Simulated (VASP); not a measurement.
# Sb (P6_3/mmc) in VASP: a series of runs, part 3 of 3

VASP 6.6.1. The steps go on from the part before.

## (4) Single point, PBEsol

Contents of INCAR:

```
SYSTEM = Sb
ALGO = Normal ; EDIFF = 1E-7
ENCUT = 520 ; GGA = PS
ISIF = 2 ; ISMEAR = 0
LASPH = .True. ; LCHARG = .False.
LREAL = .False. ; LWAVE = .False.
NBANDS = 12 ; NELM = 100
PREC = Accurate ; SIGMA = 0.1
```

Contents of KPOINTS:

```
k-points
0
Gamma
  15 15 8
  0 0 0
```

Contents of POSCAR:

```
Sb
1.0
    3.3151761835      0.0000000000      0.0000000000
   -1.6575880918      2.8710267929      0.0000000000
    0.0000000000      0.0000000000      5.4956168484
Sb
2
Direct
    0.3333333333      0.6666666667      0.2500000000
    0.6666666667      0.3333333333      0.7500000000
```

Potentials or basis: VASP PAW PBE potentials, release 64 (Sb).

The run is started by

```sh
$ cat potpaw_PBE.64/Sb/POTCAR > POTCAR
$ mpirun -np 1 vasp_std > vasp.out
```

OUTCAR:

```text
SYSTEM = Sb
   EDIFF = 1E-7
   ENCUT = 520
   GGA = PS
   ISIF = 2
   ISMEAR = 0
   LASPH = .True.
   LREAL = .False.
   NELM = 100
   PREC = Accurate

 ion  position               nearest neighbor table
   1  0.333  0.667  0.250-   2 3.35   2 3.35   2 3.35   2 3.35   2 3.35   2 3.35
   2  0.667  0.333  0.750-   1 3.35   1 3.35   1 3.35   1 3.35   1 3.35   1 3.35

  LATTYP: Found a hexagonal cell.
 ALAT       =     3.3151761835
 C/A-ratio  =     1.6577148677

  Lattice vectors:

 A1 = (   3.3151761835,   0.0000000000,   0.0000000000)
 A2 = (  -1.6575880918,   2.8710267929,   0.0000000000)
 A3 = (   0.0000000000,   0.0000000000,   5.4956168484)

Analysis of symmetry for initial positions (statically):
=====================================================================
 Subroutine PRICEL returns:
 Original cell was already a primitive cell.

 Routine SETGRP: Setting up the symmetry group for a
 hexagonal supercell.

 Subroutine GETGRP returns: Found 24 space group operations
 (whereof 12 operations were pure point group operations)
 out of a pool of 24 trial point group operations.

The static configuration has the point symmetry D_3d.
 The point group associated with its full space group is D_6h.

Analysis of symmetry for dynamics (positions and initial velocities):
=====================================================================
 Subroutine PRICEL returns:
 Original cell was already a primitive cell.

 Routine SETGRP: Setting up the symmetry group for a
 hexagonal supercell.

 Subroutine GETGRP returns: Found 24 space group operations
 (whereof 12 operations were pure point group operations)
 out of a pool of 24 trial point group operations.

The dynamic configuration has the point symmetry D_3d.
 The point group associated with its full space group is D_6h.

 Subroutine INISYM returns: Found 24 space group operations
 (whereof 12 operations are pure point group operations),
 and found     1 'primitive' translations

----------------------------------------------------------------------------------------

                                     Primitive cell

  volume of cell :      52.3071

  direct lattice vectors                    reciprocal lattice vectors
     3.315176184  0.000000000  0.000000000     0.301643094  0.174153721  0.000000000
    -1.657588092  2.871026793  0.000000000     0.000000000  0.348307443  0.000000000
     0.000000000  0.000000000  5.495616848     0.000000000  0.000000000  0.181963195

  length of vectors
     3.315176184  3.315176183  5.495616848     0.348307443  0.348307443  0.181963195

  position of ions in fractional coordinates (direct lattice)
     0.333333333  0.666666667  0.250000000
     0.666666667  0.333333333  0.750000000

  ion indices of the primitive-cell ions
   primitive index   ion index
                 1           1
                 2           2

----------------------------------------------------------------------------------------

 KPOINTS: k-points

Automatic generation of k-mesh.
 Grid dimensions read from file:
 generate k-points for:   15   15    8
[... 43 lines left out ...]
  0.333333  0.200000  0.000000     12.000000
  0.400000  0.200000  0.000000      6.000000
 [... further k-points ...]
   k-points           NKPTS =    135   k-points in BZ     NKDIM =    135   number of bands    NBANDS=     12
   number of dos      NEDOS =    301   number of ions     NIONS =      2
   total plane-waves  NPLWV =  32928
   dimension x,y,z NGX =    28 NGY =   28 NGZ =   42
   dimension x,y,z NGXF=    56 NGYF=   56 NGZF=   84
   ions per type =               2
   NGX,Y,Z   is equivalent  to a cutoff of  14.04, 14.04, 12.71 a.u.
   NGXF,Y,Z  is equivalent  to a cutoff of  28.08, 28.08, 25.41 a.u.
 SYSTEM =  Sb
   PREC   = accura    normal or accurate (medium, high low for compatibility)
   ISTART =      0    job   : 0-new  1-cont  2-samecut
   ICHARG =      2    charge: 1-file 2-atom 10-const
   ISPIN  =      1    spin polarized calculation?
   LNONCOLLINEAR =      F non collinear calculations
   LSORBIT =      F    spin-orbit coupling
   LASPH  =      T    aspherical Exc in radial PAW
   ENCUT  =  520.0 eV  38.22 Ry    6.18 a.u.   6.16  6.16 10.22*2*pi/ulx,y,z
   NELM   =    100;   NELMIN=  2; NELMDL= -5     # of ELM steps
   EDIFF  = 0.1E-06   stopping-criterion for ELM
   LREAL  =      F    real-space projection
   EDIFFG = 0.1E-05   stopping-criterion for IOM
   NSW    =      0    number of steps for IOM
   IBRION =     -1    ionic relax: 0-MD 1-quasi-New 2-CG
   NFREE  =      0    steps in history (QN), initial steepest desc. (CG)
   ISIF   =      2    stress and relaxation
   ISYM   =      2    0-nonsym 1-usesym 2-fastsym
   POTIM  = 0.5000    time-step for ionic-motion
   TEBEG  =    0.0;   TEEND  =   0.0 temperature during run
   PSTRESS=    0.0 pullay stress
   NELECT =      10.0000    total number of electrons
   NUPDOWN=      -1.0000    fix difference up-down
   EMIN   =  10.00;   EMAX   =-10.00  energy-range for DOS
   EFERMI =   0.00;   METHOD = LEGACY
   ISMEAR =     0;   SIGMA  =   0.10  broadening in eV -4-tet -1-fermi 0-gaus
   EFERMI_NEDOS =   21; number of points for ismear=-14 and -15
   IALGO  =     38    algorithm
   IMIX   =      4    mixing-type and parameters
     AMIX     =   0.40;   BMIX     =  1.00
     AMIX_MAG =   1.60;   BMIX_MAG =  1.00
  volume/ion in A,a.u.               =      26.15       176.49
  Fermi-wavevector in a.u.,A,eV,Ry     =   0.943093  1.782188 12.101365  0.889425
  Thomas-Fermi vector in A             =   2.070767
   LORBIT       =      0    0 simple, 1 ext, 2 COOP (PROOUT), +10 PAW based schemes
   GGA     = PS    functional components
   LHFCALC =     F    Hartree Fock is set to
   AEXX    =    0.0000 exact exchange contribution
   IVDW    =     0    specifies the selected vdW correction
   LEPSILON=     F    determine dielectric tensor
   LRPA    =     F    only Hartree local field effects (RPA)
 non-spin polarized calculation
 Gauss-broadening in eV      SIGMA  =   0.10
  energy-cutoff  :      520.00
  volume of cell :       52.31
 maximum number of plane-waves:      1431
 NGX is ok and might be reduce to    28
   NGX = 13   NGY = 13   NGZ = 21

 number of electron      10.0000000 magnetization

 Free energy of the ion-electron system (eV)
  ---------------------------------------------------
  ext. energy  EPLUGINS =         0.00000000
  ---------------------------------------------------
  free energy    TOTEN  =        -8.68639951 eV

  energy without entropy =       -8.67871156  energy(sigma->0) =       -8.68255553

 E-fermi :   8.8081     XC(G=0): -10.4582

 val. band max:        8.8046725526   @ k =   0.4000   0.1333   0.0000
 cond. band min:       8.8169013058   @ k =   0.3333   0.2000   0.2500
 fundamental gap:      0.0122287532
 Fermi energy:         8.8080987958

 k-point     1 :       0.0000    0.0000    0.0000
  band No.  band energies     occupation
      1      -4.4081      2.00000
      2      -0.6317      2.00000
      3       2.7214      2.00000
      4      12.6475      0.00000
      5      12.6475      0.00000
      6      14.1448      0.00000
      7      14.2675      0.00000
      8      14.2675      0.00000
      9      16.8025      0.00000
     10      17.7877      0.00000
     11      18.9105      0.00000
     12      18.9105      0.00000
[... 331 lines left out ...]
 k-point    24 :       0.4000    0.2000    0.0000
  band No.  band energies     occupation
      1      -0.1555      2.00000
      2       0.8903      2.00000
      3       4.4809      2.00000
      4       6.0360      2.00000
      5       6.5881      2.00000
      6       7.0042      2.00000
      7       8.6332      1.98663
      8       9.4244      0.00000
      9      13.2087      0.00000
     10      17.4344      0.00000
     11      20.5248      0.00000
     12      21.1487      0.00000

 [... further k-points ...]

------------------------ aborting loop because EDIFF is reached ----------------------------------------

  FORCE on cell =-STRESS in cart. coord.  units (eV):
  Direction    XX          YY          ZZ          XY          YZ          ZX
  --------------------------------------------------------------------------------------
  -------------------------------------------------------------------------------------
  Total        0.0014453      0.0014453     -0.0122970     -0.0000000      0.0000000     -0.0000000
  in kB        0.0442684      0.0442684     -0.3766590     -0.0000000      0.0000000     -0.0000000
  external PRESSURE =      -0.0960407 kB  Pullay stress =       0.0000000 kB

 VOLUME and BASIS-vectors are now :
 -----------------------------------------------------------------------------
  energy-cutoff  :      520.00
  volume of cell :       52.31
      direct lattice vectors                 reciprocal lattice vectors
     3.315176184  0.000000000  0.000000000     0.301643094  0.174153721  0.000000000
    -1.657588092  2.871026793  0.000000000     0.000000000  0.348307443  0.000000000
     0.000000000  0.000000000  5.495616848     0.000000000  0.000000000  0.181963195

 POSITION                                       TOTAL-FORCE (eV/Angst)
 -----------------------------------------------------------------------------------
     -0.00000      1.91402      1.37390         0.000000      0.000000      0.000000
      1.65759      0.95701      4.12171        -0.000000      0.000000      0.000000
 -----------------------------------------------------------------------------------
    total drift:                               -0.000000      0.000000      0.000000

  FREE ENERGIE OF THE ION-ELECTRON SYSTEM (eV)
  ---------------------------------------------------
  free  energy   TOTEN  =        -8.6863995096 eV

  energy  without entropy=       -8.6787115566  energy(sigma->0) =       -8.68255553
```

Wall time 34 s (1 thread of Intel Xeon 6975P-C (Granite Rapids), shared host); peak memory 0.22 GiB.

Results:

```yaml
Free_energy: -8.6864 eV
Pressure: 0.0 GPa
Band_gap_on_the_k_mesh: none (metal or under the smearing width)
```

Levels at points of the mesh, in eV from the Fermi level:
```csv
k point,band 3,band 4,band 5,band 6,band 7,band 8
"(0.00, 0.00, 0.00)",-6.09,3.84,3.84,5.34,5.46,5.46
"(0.00, 0.00, 0.50)",-1.04,-1.04,4.64,4.64,4.64,4.64
```

Caveat: the PAW data sets were made with another functional, which shifts forces and pressure a little. Spin-orbit coupling is left out, which matters for the levels of Sb.

## (5) Summary

| cell | k mesh | smearing | gap on the mesh (eV) | pressure (GPa) |
| --- | --- | --- | --- | --- |
| P6_3/mmc, 26.14 Å³/atom | 12 × 12 × 6 | gaussian 0.15 eV | none | 0.1 |
| the relaxed cell repeated 2 times | 12 × 12 × 4 | gaussian 0.15 eV | none | 0.0 |
| P6_3/mmc, 26.15 Å³/atom | 15 × 15 × 8 | gaussian 0.1 eV | none | 0.0 |

Alike in all rows: task single point; level PBEsol; potentials or basis VASP PAW PBE potentials, release 64 (Sb); no spin polarisation; cutoff (eV) 520.

Caveats: the PAW data sets were made with another functional, which shifts forces and pressure a little.

Absolute energies hang on the potentials; compare differences alone.
